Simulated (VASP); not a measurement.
Computed with PBEsol GGA, VASP's PBE PAW potentials (set 64) (plane waves; VASP 6.6.1).

A VASP calculation is set up with these files.

**INCAR**
```
ALGO = Normal
EDIFF = 1E-7
ENCUT = 520
GGA = PS
ICHARG = 11
ISMEAR = 0
LASPH = .True.
LCHARG = .False.
LMAXMIX = 4
LORBIT = 11
LREAL = .False.
LWAVE = .False.
NELM = 100
PREC = Accurate
SIGMA = 0.05
SYSTEM = ZrO2
```

File KPOINTS:
```
k-points along high-symmetry lines
9
Line-mode
Reciprocal
  0.000000   0.000000   0.000000 ! GAMMA
  0.000000   0.500000   0.000000 ! Z

  0.000000   0.500000   0.000000 ! Z
  0.000000   0.500000   0.500000 ! D

  0.000000   0.500000   0.500000 ! D
  0.000000   0.000000   0.500000 ! B

  0.000000   0.000000   0.500000 ! B
  0.000000   0.000000   0.000000 ! GAMMA

  0.000000   0.000000   0.000000 ! GAMMA
 -0.500000   0.000000   0.500000 ! A

 -0.500000   0.000000   0.500000 ! A
 -0.500000   0.500000   0.500000 ! E

 -0.500000   0.500000   0.500000 ! E
  0.000000   0.500000   0.000000 ! Z

  0.000000   0.500000   0.000000 ! Z
 -0.500000   0.500000   0.000000 ! C_2

 -0.500000   0.500000   0.000000 ! C_2
 -0.500000   0.000000   0.000000 ! Y_2

 -0.500000   0.000000   0.000000 ! Y_2
  0.000000   0.000000   0.000000 ! GAMMA
```

POSCAR:
```
ZrO2
1.0
  5.1344297437   0.0000000000  -0.0073206958
  0.0000000000   5.2112305019   0.0000000000
 -0.8780155777   0.0000000000   5.2321592813
Zr O
4 8
direct
  0.7229948504   0.9569739685   0.7903556143
  0.2770051496   0.0430260315   0.2096443857
  0.2770051496   0.4569739685   0.7096443857
  0.7229948504   0.5430260315   0.2903556143
  0.0688914152   0.1661085123   0.8436052997
  0.9311085848   0.8338914877   0.1563947003
  0.9311085848   0.6661085123   0.6563947003
  0.0688914152   0.3338914877   0.3436052997
  0.5509970138   0.2573304447   0.0209756133
  0.4490029862   0.7426695553   0.9790243867
  0.4490029862   0.7573304447   0.4790243867
  0.5509970138   0.2426695553   0.5209756133
```

POTCAR, in this order: Zr_sv O (PBE.64 set). Program: vasp_std. Read from the step before: CHGCAR.

The resulting files:

### OSZICAR
```
       N       E                     dE             d eps       ncg     rms          rms(c)
DAV:   1     0.936793855133E+03    0.93679E+03   -0.54344E+04 10260   0.172E+03
DAV:   2    -0.196405880544E+02   -0.95643E+03   -0.91806E+03 11673   0.476E+02
DAV:   3    -0.113412216541E+03   -0.93772E+02   -0.92766E+02 15110   0.125E+02
DAV:   4    -0.119687582639E+03   -0.62754E+01   -0.62671E+01 15936   0.275E+01
DAV:   5    -0.119971523723E+03   -0.28394E+00   -0.28389E+00 14231   0.508E+00
DAV:   6    -0.119977252105E+03   -0.57284E-02   -0.57280E-02 15264   0.788E-01
DAV:   7    -0.119977485484E+03   -0.23338E-03   -0.23337E-03 14518   0.136E-01
DAV:   8    -0.119977490280E+03   -0.47962E-05   -0.47960E-05 13960   0.213E-02
DAV:   9    -0.119977490442E+03   -0.16168E-06   -0.16187E-06 12679   0.363E-03
DAV:  10    -0.119977490446E+03   -0.45584E-08   -0.45298E-08  7792   0.719E-04
   1 F= -.11997749E+03 E0= -.11997749E+03  d E =-.347903E-27
```

OUTCAR:
```
 val. band max:        5.8126876101   @ k =   0.0000   0.0000   0.0000

 cond. band min:       9.3955429281   @ k =  -0.5000   0.0000   0.0000



 k-point     1 :       0.0000    0.0000    0.0000
  band No.  band energies     occupation
      1     -41.5439      2.00000
      2     -41.4770      2.00000
      3     -41.4695      2.00000
      4     -41.4679      2.00000
      5     -20.2733      2.00000
      6     -20.2106      2.00000
      7     -20.2100      2.00000
      8     -19.8496      2.00000
      9     -19.7525      2.00000
     10     -19.7008      2.00000
     11     -19.6336      2.00000
     12     -19.6008      2.00000
     13     -19.5602      2.00000
     14     -19.5296      2.00000
     15     -19.4822      2.00000
     16     -19.4013      2.00000
     17     -11.7499      2.00000
     18     -10.7416      2.00000
     19     -10.5693      2.00000
     20     -10.4768      2.00000
     21      -9.9232      2.00000
     22      -9.8096      2.00000
     23      -9.5988      2.00000
     24      -9.4762      2.00000
     25       0.6871      2.00000
     26       0.7066      2.00000
     27       1.2022      2.00000
     28       1.3321      2.00000
     29       1.3449      2.00000
     30       1.7038      2.00000
     31       2.5442      2.00000
     32       2.7045      2.00000
     33       2.9678      2.00000
     34       3.1410      2.00000
     35       3.2549      2.00000
     36       3.2963      2.00000
     37       3.9160      2.00000
     38       3.9707      2.00000
     39       3.9862      2.00000
     40       4.0230      2.00000
     41       4.1944      2.00000
     42       4.6421      2.00000
     43       4.6849      2.00000
     44       4.9725      2.00000
     45       5.1761      2.00000
     46       5.2888      2.00000
     47       5.6261      2.00000
     48       5.8127      2.00000
     49       9.7957      0.00000
     50      10.1667      0.00000
     51      10.4689      0.00000
     52      10.7478      0.00000
...
```

The density is held fixed in this step, so its total energy and stress have no physical meaning.

The structure comes from a computed database's ZrO2 entry (P2_1/c), a phase known from measurement. It was relaxed first.
